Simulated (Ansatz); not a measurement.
Reaction (ligand exchange at a B–C bond): `B/C=C/CC` + `B1N[SiH2]1` → `BN1B[SiH2]1` + `C=CCC`

Calculated with Ansatz (gas phase, PBE0-D4/def2-TZVP geometries, no zero-point term in ΔE). CCSD(T)/CBS is the MP2 limit (def2-TZVPP, def2-QZVPP) plus CCSD(T) − MP2 in def2-TZVPP, frozen cores. DFT in def2-TZVPP. Each species was taken in one conformer, which may not be the lowest.

Problem. Is it downhill or uphill in electronic energy at CCSD(T)/CBS, and by how much? (Estimate.)

Solution. Ansatz gave: Downhill: ΔE = -56.5 kJ/mol.

Problem. What do these levels give: PBE0-D4, r2SCAN, MP2/def2-TZVPP, SCS-MP2/def2-TZVPP, HF/def2-QZVPP, HF/CBS(def2)? (An estimate is asked.)

Solution. Computed: PBE0-D4 -51.4, r2SCAN -51.0, MP2/def2-TZVPP -57.0, SCS-MP2/def2-TZVPP -59.3, HF/def2-QZVPP -66.4, HF/CBS(def2) -66.4 kJ/mol.

Largest T1 diagnostic among the species: 0.014.

In def2-TZVPP, CCSD(T) changes the Hartree–Fock value by +9.0 kJ/mol (the triples alone add +1.7 kJ/mol) and MP2 by +9.2 kJ/mol. From PBE to PBE0 (25 % exact exchange), in def2-TZVPP and without D4, ΔE moves by −3.0 kJ/mol.
